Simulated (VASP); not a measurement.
# As (R-3m) in VASP: settings compared, part 2 of 2

VASP 6.6.1. The steps go on from the part before.

## Step 4: Relaxation of cell and atoms, LDA

This run uses another cell than the first one, of 20.43 Å³/atom, 0.976 times its volume.

File INCAR:

```
PREC = Accurate
ENCUT = 600
EDIFF = 1E-7
ISMEAR = 0
SIGMA = 0.03
LREAL = False
LASPH = True
NELM = 80
ALGO = Normal
ISIF = 3
LWAVE = False
LCHARG = False
IBRION = 2
NSW = 90
EDIFFG = -0.005
```

File KPOINTS:

```
regular mesh
0
Gamma
  12 12 10
```

File POSCAR:

```
As                                      
1.0
    1.8827039878      1.0869796541      3.3271435178
   -1.8827039878      1.0869796541      3.3271435178
    0.0000000000     -2.1739593083      3.3271435178
  As            
     2
Direct
     0.7690694216774359    0.7690694216774359    0.7690694216774349
     0.2309305783225643    0.2309305783225643    0.2309305783225651
```

Potentials or basis: VASP PAW LDA potentials, release 64 (As).

The run is started by

```bash
$ cat potpaw_LDA.64/As/POTCAR > POTCAR
$ mpirun -np 1 vasp_std > vasp.out
```

OUTCAR:

```text
PREC = Accurate
   ENCUT = 600
   EDIFF = 1E-7
   ISMEAR = 0
   LREAL = False
   LASPH = True
   NELM = 80
   ISIF = 3
   IBRION = 2
   NSW = 90
   EDIFFG = -0.005

 ion  position               nearest neighbor table
   1  0.769  0.769  0.769-   2 2.52   2 2.52   2 2.52
   2  0.231  0.231  0.231-   1 2.52   1 2.52   1 2.52

  LATTYP: Found a trigonal (rhomboedric) cell.
 ALAT       =     3.9744160656
 COS(alpha) =     0.5512056082

  Lattice vectors:

 A1 = (   1.8827039878,   1.0869796541,   3.3271435178)
 A2 = (  -1.8827039878,   1.0869796541,   3.3271435178)
 A3 = (   0.0000000000,  -2.1739593083,   3.3271435178)

Analysis of symmetry for initial positions (statically):
=====================================================================
 Subroutine PRICEL returns:
 Original cell was already a primitive cell.

 Routine SETGRP: Setting up the symmetry group for a
 trigonal (rhombohedral) supercell.

 Subroutine GETGRP returns: Found 12 space group operations
 (whereof 12 operations were pure point group operations)
 out of a pool of 12 trial point group operations.

The static configuration has the point symmetry D_3d.

Analysis of symmetry for dynamics (positions and initial velocities):
=====================================================================
 Subroutine PRICEL returns:
 Original cell was already a primitive cell.

 Routine SETGRP: Setting up the symmetry group for a
 trigonal (rhombohedral) supercell.

 Subroutine GETGRP returns: Found 12 space group operations
 (whereof 12 operations were pure point group operations)
 out of a pool of 12 trial point group operations.

The dynamic configuration has the point symmetry D_3d.

 Subroutine INISYM returns: Found 12 space group operations
 (whereof 12 operations are pure point group operations),
 and found     1 'primitive' translations

----------------------------------------------------------------------------------------

                                     Primitive cell

  volume of cell :      40.8532

  direct lattice vectors                    reciprocal lattice vectors
     1.882703988  1.086979654  3.327143518     0.265575472  0.153330070  0.100186040
    -1.882703988  1.086979654  3.327143518    -0.265575472  0.153330070  0.100186040
     0.000000000 -2.173959308  3.327143518     0.000000000 -0.306660140  0.100186040

  length of vectors
     3.974416066  3.974416066  3.974416066     0.322610732  0.322610732  0.322610732

  position of ions in fractional coordinates (direct lattice)
     0.769069422  0.769069422  0.769069422
     0.230930578  0.230930578  0.230930578

  ion indices of the primitive-cell ions
   primitive index   ion index
                 1           1
                 2           2

[... 129 lines left out ...]
 maximum number of plane-waves:      1394
   NGX = 15   NGY = 15   NGZ = 15

--------------------------------------- Ionic step        1  -------------------------------------------

 number of electron      10.0000000 magnetization

 Free energy of the ion-electron system (eV)
  ---------------------------------------------------
  ext. energy  EPLUGINS =         0.00000000
  ---------------------------------------------------
  free energy    TOTEN  =       -10.78196741 eV

  energy without entropy =      -10.78186944  energy(sigma->0) =      -10.78191843

------------------------ aborting loop because EDIFF is reached ----------------------------------------

  FORCE on cell =-STRESS in cart. coord.  units (eV):
  Direction    XX          YY          ZZ          XY          YZ          ZX
  --------------------------------------------------------------------------------------
  -------------------------------------------------------------------------------------
  Total        0.0066583      0.0066583      0.0007866      0.0000000     -0.0000000      0.0000000
  in kB        0.2611233      0.2611233      0.0308495      0.0000000     -0.0000000      0.0000000
  external PRESSURE =       0.1843654 kB  Pullay stress =       0.0000000 kB

 VOLUME and BASIS-vectors are now :
 -----------------------------------------------------------------------------
  energy-cutoff  :      600.00
  volume of cell :       40.85
      direct lattice vectors                 reciprocal lattice vectors
     1.882703988  1.086979654  3.327143518     0.265575472  0.153330070  0.100186040
    -1.882703988  1.086979654  3.327143518    -0.265575472  0.153330070  0.100186040
     0.000000000 -2.173959308  3.327143518     0.000000000 -0.306660140  0.100186040

 POSITION                                       TOTAL-FORCE (eV/Angst)
 -----------------------------------------------------------------------------------
      0.00000     -0.00000      7.67641         0.000000     -0.000000      0.007627
      0.00000     -0.00000      2.30502         0.000000      0.000000     -0.007627
 -----------------------------------------------------------------------------------
    total drift:                               -0.000000     -0.000000     -0.000000

  FREE ENERGIE OF THE ION-ELECTRON SYSTEM (eV)
  ---------------------------------------------------
  free  energy   TOTEN  =       -10.7819674132 eV

  energy  without entropy=      -10.7818694416  energy(sigma->0) =      -10.78191843

--------------------------------------- Ionic step        2  -------------------------------------------

 number of electron      10.0000000 magnetization

 Free energy of the ion-electron system (eV)
  ---------------------------------------------------
  ext. energy  EPLUGINS =         0.00000000
  ---------------------------------------------------
  free energy    TOTEN  =       -10.78197264 eV

  energy without entropy =      -10.78187394  energy(sigma->0) =      -10.78192329

 E-fermi :   6.0356     XC(G=0): -10.4046

 val. band max:        5.9842599745   @ k =   0.0833   0.0833   0.4000
 cond. band min:       6.0422207787   @ k =   0.4167   0.3333   0.3000
 fundamental gap:      0.0579608042
 Fermi energy:         6.0355920326

 k-point     1 :       0.0000    0.0000    0.0000
  band No.  band energies     occupation
      1      -9.3280      2.00000
      2       0.4684      2.00000
      3       3.5843      2.00000
      4       3.8652      2.00000
      5       3.8652      2.00000
      6       8.1556      0.00000
      7       9.1515      0.00000
      8       9.1515      0.00000
      9      12.4219      0.00000
[... 265 lines left out ...]
 k-point    24 :      -0.4167    0.1667   -0.0000
  band No.  band energies     occupation
      1      -6.2098      2.00000
      2      -5.2488      2.00000
      3       1.3455      2.00000
      4       3.1548      2.00000
      5       3.9450      2.00000
      6       7.1197      0.00000
      7       7.4825      0.00000
      8       9.6185      0.00000
      9      14.0725      0.00000

 [... further k-points ...]

------------------------ aborting loop because EDIFF is reached ----------------------------------------

  FORCE on cell =-STRESS in cart. coord.  units (eV):
  Direction    XX          YY          ZZ          XY          YZ          ZX
  --------------------------------------------------------------------------------------
  -------------------------------------------------------------------------------------
  Total       -0.0004284     -0.0004284      0.0017771      0.0000000     -0.0000000      0.0000000
  in kB       -0.0167965     -0.0167965      0.0696694      0.0000000     -0.0000000      0.0000000
  external PRESSURE =       0.0120255 kB  Pullay stress =       0.0000000 kB

 VOLUME and BASIS-vectors are now :
 -----------------------------------------------------------------------------
  energy-cutoff  :      600.00
  volume of cell :       40.87
      direct lattice vectors                 reciprocal lattice vectors
     1.883006362  1.087154230  3.327206648     0.265532826  0.153305448  0.100184139
    -1.883006362  1.087154230  3.327206648    -0.265532826  0.153305448  0.100184139
    -0.000000000 -2.174308460  3.327206648     0.000000000 -0.306610897  0.100184139

 POSITION                                       TOTAL-FORCE (eV/Angst)
 -----------------------------------------------------------------------------------
     -0.00000     -0.00000      7.67693        -0.000000     -0.000000      0.003672
     -0.00000     -0.00000      2.30469         0.000000      0.000000     -0.003672
 -----------------------------------------------------------------------------------
    total drift:                                0.000000      0.000000     -0.000000

  FREE ENERGIE OF THE ION-ELECTRON SYSTEM (eV)
  ---------------------------------------------------
  free  energy   TOTEN  =       -10.7819726379 eV

  energy  without entropy=      -10.7818739381  energy(sigma->0) =      -10.78192329

 reached required accuracy - stopping structural energy minimisation
```

OSZICAR:

```text
N       E                     dE             d eps       ncg     rms          rms(c)
DAV:   1     0.322297204151E+02    0.32230E+02   -0.46956E+03  7046   0.104E+03
DAV:   2    -0.946464350424E+01   -0.41694E+02   -0.40496E+02 10773   0.129E+02
DAV:   3    -0.108158866946E+02   -0.13512E+01   -0.13436E+01  8321   0.280E+01
DAV:   4    -0.108239020896E+02   -0.80154E-02   -0.80012E-02  8951   0.215E+00
DAV:   5    -0.108239204356E+02   -0.18346E-04   -0.18346E-04  7950   0.951E-02    0.363E+00
DAV:   6    -0.107963529916E+02    0.27567E-01   -0.79858E-03  7850   0.588E-01    0.214E+00
DAV:   7    -0.107819849014E+02    0.14368E-01   -0.15457E-02  7700   0.839E-01    0.699E-02
DAV:   8    -0.107819638355E+02    0.21066E-04   -0.29570E-04  7313   0.139E-01    0.218E-02
DAV:   9    -0.107819678436E+02   -0.40081E-05   -0.23961E-05  8383   0.351E-02    0.867E-03
DAV:  10    -0.107819673413E+02    0.50225E-06   -0.20669E-06  8171   0.932E-03    0.279E-03
DAV:  11    -0.107819674132E+02   -0.71859E-07   -0.19242E-07  6243   0.334E-03
   1 F= -.10781967E+02 E0= -.10781918E+02  d E =-.107820E+02
       N       E                     dE             d eps       ncg     rms          rms(c)
DAV:   1    -0.107819744783E+02   -0.71370E-05   -0.19559E-04  7321   0.875E-02    0.628E-03
DAV:   2    -0.107819734121E+02    0.10662E-05   -0.64506E-06  7808   0.186E-02    0.429E-03
DAV:   3    -0.107819726443E+02    0.76779E-06   -0.17062E-06  8183   0.756E-03    0.771E-04
DAV:   4    -0.107819726379E+02    0.63876E-08   -0.20269E-08  3688   0.115E-03
   2 F= -.10781973E+02 E0= -.10781923E+02  d E =-.522471E-05
```

It took 1.9 min on 1 thread of Intel Xeon Platinum 8488C (Sapphire Rapids), shared host; peak memory 0.29 GiB.

Results:

```yaml
Free_energy: -10.7820 eV
Relaxed_volume: 20.43 Å³/atom
Relaxed_cell: a = 3.975 Å, b = 3.975 Å, c = 3.975 Å, α = 56.56°, β = 56.56°, γ = 56.56°
Space_group_after_relaxing_to_0.05_Å: R-3m (No. 166)
Energy_gained_by_relaxing: 0.0 meV/atom
Ionic_steps: 2
Pressure_after_relaxing: 0.0 GPa
Largest_force_after_relaxing: 0.004 eV/Å
Band_gap_on_the_k_mesh: none (metal or under the smearing width)
```

Forces on the atoms (eV/Å):
```
As   0.000  0.000  0.004
As   0.000  0.000 -0.004
```

Final structure:
```
CELL_PARAMETERS angstrom
1.88301 1.08715 3.32721
-1.88301 1.08715 3.32721
0.00000 -2.17431 3.32721
ATOMIC_POSITIONS crystal
As 0.76911 0.76911 0.76911
As 0.23089 0.23089 0.23089
```

Levels at points of the mesh, in eV from the Fermi level:
```
           k point  band 3  band 4  band 5  band 6  band 7  band 8
(0.00, 0.00, 0.00)   -2.45   -2.17   -2.17    2.12    3.12    3.12
(0.50, 0.00, 0.00)   -2.63   -2.42   -0.39   -0.34    0.18    0.75
(0.50, 0.50, 0.00)   -6.54   -4.50   -4.44    1.49    5.74    6.69
(0.50, 0.50, 0.50)   -1.79   -1.79   -0.74    0.23    0.23    1.50
```
